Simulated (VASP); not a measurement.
# Mg (I4/mmm) in VASP: notebook, part 2 of 2

VASP 6.6.1.

### Step 3. Relaxation of cell and atoms, LDA

This run uses another cell than the first one, of 23.00 Å³/atom, 1.063 times its volume.

INCAR

```
  ALGO = Fast
  EDIFF = 1E-6
  EDIFFG = -0.001
  ENCUT = 600
  GGA = CA
  IBRION = 2
  ISIF = 3
  ISMEAR = -1
  LASPH = T
  LCHARG = F
  LREAL = F
  LWAVE = F
  NELM = 100
  NSW = 80
  PREC = Accurate
  SIGMA = 0.15
```

KPOINTS

```
k-points
0
Gamma
  16 16 16
```

POSCAR

```
Mg
1.0
   -1.8241270502      1.8241270502      1.7281581526
    1.8241270502     -1.8241270502      1.7281581526
    1.8241270502      1.8241270502     -1.7281581526
Mg
1
Direct
    0.0000000000      0.0000000000      0.0000000000
```

Potentials or basis: VASP PAW LDA potentials, release 64 (Mg).

The run is started by

```
> cat potpaw_LDA.64/Mg/POTCAR > POTCAR
> mpirun -np 1 vasp_std > vasp.out
```

OUTCAR:

```text
EDIFF = 1E-6
   EDIFFG = -0.001
   ENCUT = 600
   GGA = CA
   IBRION = 2
   ISIF = 3
   ISMEAR = -1
   LASPH = T
   LREAL = F
   NELM = 100
   NSW = 80
   PREC = Accurate

 ion  position               nearest neighbor table
   1  0.000  0.000  0.000-

  LATTYP: Found a body centered tetragonal cell.
 ALAT       =     3.6482541004
 C/A-ratio  =     0.9473891374

  Lattice vectors:

 A1 = (  -1.8241270502,   1.8241270502,   1.7281581526)
 A2 = (   1.8241270502,  -1.8241270502,   1.7281581526)
 A3 = (   1.8241270502,   1.8241270502,  -1.7281581526)

Analysis of symmetry for initial positions (statically):
=====================================================================
 Subroutine PRICEL returns:
 Original cell was already a primitive cell.

 Routine SETGRP: Setting up the symmetry group for a
 body centered tetragonal supercell.

 Subroutine GETGRP returns: Found 16 space group operations
 (whereof 16 operations were pure point group operations)
 out of a pool of 16 trial point group operations.

The static configuration has the point symmetry D_4h.

Analysis of symmetry for dynamics (positions and initial velocities):
=====================================================================
 Subroutine PRICEL returns:
 Original cell was already a primitive cell.

 Routine SETGRP: Setting up the symmetry group for a
 body centered tetragonal supercell.

 Subroutine GETGRP returns: Found 16 space group operations
 (whereof 16 operations were pure point group operations)
 out of a pool of 16 trial point group operations.

The dynamic configuration has the point symmetry D_4h.

 Subroutine INISYM returns: Found 16 space group operations
 (whereof 16 operations are pure point group operations),
 and found     1 'primitive' translations

----------------------------------------------------------------------------------------

                                     Primitive cell

  volume of cell :      23.0014

  direct lattice vectors                    reciprocal lattice vectors
    -1.824127050  1.824127050  1.728158153     0.000000000  0.274103714  0.289325372
     1.824127050 -1.824127050  1.728158153     0.274103714  0.000000000  0.289325372
     1.824127050  1.824127050 -1.728158153     0.274103714  0.274103714  0.000000000

  length of vectors
     3.105061930  3.105061930  3.105061930     0.398549893  0.398549893  0.387641190

  position of ions in fractional coordinates (direct lattice)
     0.000000000  0.000000000  0.000000000

  ion indices of the primitive-cell ions
   primitive index   ion index
                 1           1

----------------------------------------------------------------------------------------

 KPOINTS: k-points

Automatic generation of k-mesh.
 Grid dimensions read from file:
 generate k-points for:   16   16   16

 Generating k-lattice:

  Cartesian coordinates                     Fractional coordinates (reciprocal lattice)
     0.000000000  0.017131482  0.018082836     0.062500000 -0.000000000  0.000000000
     0.017131482  0.000000000  0.018082836    -0.000000000  0.062500000  0.000000000
     0.017131482  0.017131482  0.000000000     0.000000000  0.000000000  0.062500000
[... 50 lines left out ...]
   ICHARG =      2    charge: 1-file 2-atom 10-const
   ISPIN  =      1    spin polarized calculation?
   LNONCOLLINEAR =      F non collinear calculations
   LSORBIT =      F    spin-orbit coupling
   LASPH  =      T    aspherical Exc in radial PAW
   ENCUT  =  600.0 eV  44.10 Ry    6.64 a.u.   6.20  6.20  6.20*2*pi/ulx,y,z
   NELM   =    100;   NELMIN=  2; NELMDL= -5     # of ELM steps
   EDIFF  = 0.1E-05   stopping-criterion for ELM
   LREAL  =      F    real-space projection
   EDIFFG = -.1E-02   stopping-criterion for IOM
   NSW    =     80    number of steps for IOM
   IBRION =      2    ionic relax: 0-MD 1-quasi-New 2-CG
   NFREE  =      1    steps in history (QN), initial steepest desc. (CG)
   ISIF   =      3    stress and relaxation
   ISYM   =      2    0-nonsym 1-usesym 2-fastsym
   POTIM  = 0.5000    time-step for ionic-motion
   TEBEG  =    0.0;   TEEND  =   0.0 temperature during run
   PSTRESS=    0.0 pullay stress
   NELECT =       2.0000    total number of electrons
   NUPDOWN=      -1.0000    fix difference up-down
   EMIN   =  10.00;   EMAX   =-10.00  energy-range for DOS
   EFERMI =   0.00;   METHOD = LEGACY
   ISMEAR =    -1;   SIGMA  =   0.15  broadening in eV -4-tet -1-fermi 0-gaus
   EFERMI_NEDOS =   21; number of points for ismear=-14 and -15
   IALGO  =     68    algorithm
   IMIX   =      4    mixing-type and parameters
     AMIX     =   0.40;   BMIX     =  1.00
     AMIX_MAG =   1.60;   BMIX_MAG =  1.00
  volume/ion in A,a.u.               =      23.00       155.22
  Fermi-wavevector in a.u.,A,eV,Ry     =   0.725271  1.370563  7.156909  0.526018
  Thomas-Fermi vector in A             =   1.815951
   LORBIT       =      0    0 simple, 1 ext, 2 COOP (PROOUT), +10 PAW based schemes
   GGA     = CA    functional components
   LHFCALC =     F    Hartree Fock is set to
   AEXX    =    0.0000 exact exchange contribution
   IVDW    =     0    specifies the selected vdW correction
   LEPSILON=     F    determine dielectric tensor
   LRPA    =     F    only Hartree local field effects (RPA)
 conjugate gradient relaxation of ions
 non-spin polarized calculation
 RMM-DIIS sequential band-by-band and
  energy-cutoff  :      600.00
  volume of cell :       23.00
 maximum number of plane-waves:       791
 NGX is ok and might be reduce to    28
   NGX = 13   NGY = 13   NGZ = 13

--------------------------------------- Ionic step        1  -------------------------------------------

 number of electron       2.0000000 magnetization

 Free energy of the ion-electron system (eV)
  ---------------------------------------------------
  ext. energy  EPLUGINS =         0.00000000
  ---------------------------------------------------
  free energy    TOTEN  =        -1.78476102 eV

  energy without entropy =       -1.75269622  energy(sigma->0) =       -1.76872862

------------------------ aborting loop because EDIFF is reached ----------------------------------------

  FORCE on cell =-STRESS in cart. coord.  units (eV):
  Direction    XX          YY          ZZ          XY          YZ          ZX
  --------------------------------------------------------------------------------------
  -------------------------------------------------------------------------------------
  Total       -0.3348281     -0.3348281     -0.3493589      0.0000000     -0.0000000      0.0000000
  in kB      -23.3226980    -23.3226980    -24.3348518      0.0000000     -0.0000000      0.0000000
  external PRESSURE =     -23.6600826 kB  Pullay stress =       0.0000000 kB
[... 86 lines left out ...]
  FREE ENERGIE OF THE ION-ELECTRON SYSTEM (eV)
  ---------------------------------------------------
  free  energy   TOTEN  =        -1.7967667486 eV

  energy  without entropy=       -1.7659589444  energy(sigma->0) =       -1.78136285

[... ionic steps 4 to 17 ...]

--------------------------------------- Ionic step       18  -------------------------------------------

 number of electron       2.0000000 magnetization

------------------------ aborting loop because EDIFF is reached ----------------------------------------
[... 65 lines left out ...]
--------------------------------------- Ionic step       20  -------------------------------------------

 number of electron       2.0000000 magnetization

 Free energy of the ion-electron system (eV)
  ---------------------------------------------------
  ext. energy  EPLUGINS =         0.00000000
  ---------------------------------------------------
  free energy    TOTEN  =        -1.79683685 eV

  energy without entropy =       -1.76597757  energy(sigma->0) =       -1.78140721

 E-fermi :   2.8612     XC(G=0):  -8.9053

 val. band max:        2.8547619123   @ k =   0.3125   0.3125   0.1875
 cond. band min:       2.8683534321   @ k =  -0.4375  -0.4375   0.1875
 fundamental gap:      0.0135915198
 Fermi energy:         2.8611785399

 k-point     1 :       0.0000    0.0000    0.0000
  band No.  band energies     occupation
      1      -4.3818      2.00000
      2      16.2152      0.00000
      3      16.2152      0.00000
      4      16.2640      0.00000
      5      18.4263      0.00000
[... 177 lines left out ...]
 k-point    24 :      -0.0625    0.0625    0.0000
  band No.  band energies     occupation
      1      -4.2856      2.00000
      2      15.1805      0.00000
      3      15.7437      0.00000
      4      15.7820      0.00000
      5      17.6502      0.00000

 [... further k-points ...]
[... 5 lines left out ...]
  --------------------------------------------------------------------------------------
  -------------------------------------------------------------------------------------
  Total       -0.0001346     -0.0001346     -0.0004493      0.0000000      0.0000000      0.0000000
  in kB       -0.0100525     -0.0100525     -0.0335630      0.0000000      0.0000000      0.0000000
  external PRESSURE =      -0.0178894 kB  Pullay stress =       0.0000000 kB
[... 16 lines left out ...]
  FREE ENERGIE OF THE ION-ELECTRON SYSTEM (eV)
  ---------------------------------------------------
  free  energy   TOTEN  =        -1.7968368468 eV

  energy  without entropy=       -1.7659775745  energy(sigma->0) =       -1.78140721

 reached required accuracy - stopping structural energy minimisation
```

OSZICAR:

```text
N       E                     dE             d eps       ncg     rms          rms(c)
DAV:   1    -0.814868954123E+00   -0.81487E+00   -0.86354E+02  3670   0.311E+02
DAV:   2    -0.179081519964E+01   -0.97595E+00   -0.93212E+00  4265   0.170E+01
DAV:   3    -0.179650837552E+01   -0.56932E-02   -0.56783E-02  4885   0.150E+00
DAV:   4    -0.179651724178E+01   -0.88663E-05   -0.88660E-05  4830   0.467E-02
[... 87 lines left out ...]
RMM:   2    -0.179683620241E+01   -0.53568E-08   -0.92276E-08  1788   0.210E-03
  19 F= -.17968362E+01 E0= -.17814075E+01  d E =-.731369E-06
       N       E                     dE             d eps       ncg     rms          rms(c)
DAV:   1    -0.179683682482E+01   -0.62777E-06   -0.82032E-05  4975   0.428E-02    0.259E-03
RMM:   2    -0.179683684679E+01   -0.21967E-07   -0.39121E-07  2260   0.426E-03
  20 F= -.17968368E+01 E0= -.17814072E+01  d E =-.137574E-05
```

Run time: 2.4 min. Hardware: 1 thread of Intel Xeon Platinum 8488C (Sapphire Rapids), shared host; peak memory 0.2 GiB.

Results:

| Item | Value |
| --- | --- |
| Free energy | -1.7968 eV |
| Relaxed volume | 21.45 Å³/atom |
| Relaxed cell | a = 3.032 Å, b = 3.032 Å, c = 3.032 Å, α = 109.54°, β = 109.54°, γ = 109.34° |
| Space group after relaxing (to 0.05 Å) | Im-3m (No. 229) |
| Energy gained by relaxing | 12.1 meV/atom |
| Ionic steps | 20 |
| Pressure after relaxing | 0.0 GPa |
| Band gap on the k mesh | none (metal or under the smearing width) |

The path:
```tsv
step	energy change (eV)	largest force (eV/Å)	pressure (GPa)	volume (Å³)
1	0.0000	0.0000	-2.37	23.00
2	-0.0110	0.0000	-0.74	21.89
3	-0.0120	0.0000	-0.03	21.48
4	-0.0120	0.0000	0.02	21.46
5	-0.0120	0.0000	0.01	21.47
6	-0.0120	0.0000	-0.01	21.48
7	-0.0120	0.0000	-0.01	21.48
8	-0.0120	0.0000	-0.01	21.48
9	-0.0120	0.0000	-0.02	21.47
10	-0.0120	0.0000	-0.01	21.47
11	-0.0120	0.0000	-0.01	21.46
12	-0.0121	0.0000	0.02	21.44
13	-0.0120	0.0000	0.16	21.37
14	-0.0121	0.0000	0.06	21.41
15	-0.0121	0.0000	0.05	21.42
16	-0.0121	0.0000	0.02	21.44
17	-0.0121	0.0000	0.01	21.44
18	-0.0121	0.0000	0.01	21.44
19	-0.0121	0.0000	0.01	21.44
20	-0.0121	0.0000	0.00	21.45
```

Final structure:
```yaml
crystal:
  lattice:
    - [-1.74888, 1.74888, 1.75306]
    - [1.74888, -1.74888, 1.75306]
    - [1.74888, 1.74888, -1.75306]
  atoms:
    - { symbol: Mg, position: [0.00000, 0.00000, 0.00000] }
```

Levels at points of the mesh, in eV from the Fermi level:
| k point | band 1 | band 2 | band 3 | band 4 | band 5 |
| --- | --- | --- | --- | --- | --- |
| (0.00, 0.00, 0.00) | -7.24 | 13.35 | 13.35 | 13.40 | 15.57 |
| (0.50, 0.00, 0.00) | -1.57 | -0.95 | 8.87 | 9.72 | 10.63 |
| (0.50, 0.50, 0.00) | -1.56 | -0.93 | 8.83 | 9.68 | 10.59 |
| (0.50, 0.50, 0.50) | 3.97 | 4.02 | 4.02 | 4.06 | 4.09 |
